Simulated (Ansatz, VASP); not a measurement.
Al in VASP and in Ansatz

INCAR

```
  ALGO = Normal
  EDIFF = 1E-6
  ENCUT = 520
  GGA = PE
  ISIF = 2
  ISMEAR = 0
  LASPH = T
  LCHARG = T
  LELF = T
  LREAL = F
  LVHAR = T
  LWAVE = F
  NBANDS = 8
  NELM = 60
  PREC = Accurate
  SIGMA = 0.05
```

Contents of KPOINTS:

```
k-points
0
Gamma
  8 8 8
```

File POSCAR:

```
Al
1.0
    0.0000000000      2.0248050000      2.0248050000
    2.0248050000      0.0000000000      2.0248050000
    2.0248050000      2.0248050000      0.0000000000
Al
1
Direct
    0.0000000000      0.0000000000      0.0000000000
```

Input for Ansatz:

```yaml
crystal:
  lattice:
    - [0.0, 2.024805, 2.024805]
    - [2.024805, 0.0, 2.024805]
    - [2.024805, 2.024805, 0.0]
  atoms:
    - { symbol: Al, position: [0.0, 0.0, 0.0] }
basis:
  ecutwfc: 420
  ecutrho_ratio: 4
kpoints:
  mp_grid: { grid: [8, 8, 8] }
hamiltonian:
  xc: pbe
scf:
  occupations: { method: gaussian, width: 0.05 }
output:
  forces: true
  stress: true
  eigenvalues: true
```

Alike in both runs: task single point; functional PBE; k mesh 8 × 8 × 8; occupations gaussian, width 0.05 eV; no spin polarisation.

|  | VASP | Ansatz |
| --- | --- | --- |
| version | VASP 6.6.1 | Ansatz 0.2.0 |
| potentials or method | VASP PAW PBE potentials, release 64 (Al) | scalar-relativistic, plane waves, PAW |
| plane-wave cutoff (eV) | 520 | 420 |
| valence electrons in the cell | 3 | 3 |

|  | VASP | Ansatz | Ansatz less VASP |
| --- | --- | --- | --- |
| gap on the k mesh at the Fermi level (eV) | none | none | - |
| pressure (GPa) | -0.4 | -0.4 | +0.04 |

A gap of «none» marks a metal or a gap that the smearing closes.
